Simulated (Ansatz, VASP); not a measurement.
## One calculation of AlN, two programs

```
Al N
1.0
     0.00000    2.22339    2.22339
     2.22339    0.00000    2.22339
     2.22339    2.22339    0.00000
Al N
1 1
Direct
  0.00000 0.00000 0.00000
  0.75000 0.75000 0.75000
```

Alike in both runs: task single point; functional PBE; k mesh 10 × 10 × 10; occupations gaussian, width 0.02 eV; no spin polarisation.

|  | VASP | Ansatz |
| --- | --- | --- |
| version | VASP 6.6.1 | Ansatz 0.2.0 |
| potentials or method | VASP PAW PBE potentials, release 64 (Al, N) | scalar-relativistic, plane waves, PAW |
| plane-wave cutoff (eV) | 520 | 420 |
| valence electrons in the cell | 8 | 8 |

```csv
,VASP,Ansatz,Ansatz less VASP
gap on the k mesh at the Fermi level (eV),3.29,3.29,+0.006
least direct gap on the mesh (eV),3.73,3.72,-0.008
pressure (GPa),-5.6,-5.4,+0.27
```

A k mesh can miss the band edges. As with any semilocal functional, this PBE gap is likely too small.
